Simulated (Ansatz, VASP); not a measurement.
# AlN in VASP and in Ansatz

```
CELL_PARAMETERS angstrom
3.02933 0.00000 0.00000
-1.51466 2.62347 0.00000
0.00000 0.00000 4.81297
ATOMIC_POSITIONS crystal
Al 0.33333 0.66667 0.99893
Al 0.66667 0.33333 0.49893
N 0.33333 0.66667 0.38307
N 0.66667 0.33333 0.88307
```

Alike in both runs: functional HSE06; k mesh 6 × 6 × 4; no spin polarisation.

Ansatz relaxed the structure, and its values are those at the end. VASP's run is a single point on that final structure, the one shown.

|  | VASP | Ansatz |
| --- | --- | --- |
| version | VASP 6.6.1 | Ansatz 0.2.0 |
| potentials or method | VASP PAW PBE potentials, release 64 (Al, N) | scalar-relativistic, plane waves, PAW |
| plane-wave cutoff (eV) | 520 | 520 |
| occupations | gaussian, width 0.01 eV | fixed |
| valence electrons in the cell | 16 | 16 |

|  | VASP | Ansatz | Ansatz less VASP |
| --- | --- | --- | --- |
| gap on the k mesh at the Fermi level (eV) | 6.36 | 6.36 | +0.002 |
| least direct gap on the mesh (eV) | 6.36 | 6.36 | +0.002 |
| pressure (GPa) | 20.0 | 20.0 | +0.02 |

Caveats: so large a pressure means that the cell lies far from this level's equilibrium, or that cutoff or potentials fall short (VASP); the potentials were made for another functional, which shifts forces and pressure (VASP). A k mesh can miss the band edges.
